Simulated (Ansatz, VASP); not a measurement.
## Mg: 3 runs at one level of theory

The starting cell:

```xyz
2
Lattice="3.2093 0.0000 0.0000 -1.6046 2.7793 0.0000 0.0000 0.0000 5.2103" Properties=species:S:1:pos:R:3 pbc="T T T"
Mg    1.6047    0.9264    3.9077
Mg    0.0000    1.8529    1.3026
```

Alike in all runs: task relaxation of cell and atoms; functional revPBE; k mesh 10 × 10 × 5; occupations fermi-dirac, width 0.05 eV; no spin polarisation; no spin-orbit coupling.

```csv
program and potentials,plane-wave cutoff (eV),notes,equilibrium volume (Å³/atom)
"Ansatz, Ansatz PAW",420,"potentials made for PBE, which Ansatz adapts in part; 10 valence electrons an atom on average",23.65
"Ansatz, all-electron LAPW, scalar-relativistic",-,-,23.62
"VASP, PBE PAW files Mg, 600 eV",600,potentials made for PBE; 2 valence electrons an atom on average,23.52
```

The equilibrium volume spans 23.52 (VASP, PBE PAW files Mg, 600 eV) to 23.65 Å³/atom (Ansatz, Ansatz PAW), with all-electron results at 23.62. Some sets were made for another functional than the one run, which can shift their rows. Relaxations stop with a little pressure left, so the last digit of a volume isn't settled.

Differences between rows come from potentials, basis sets and numerical settings, since the functional is the same but for its coding. Runs on potential files found faulty are left out.
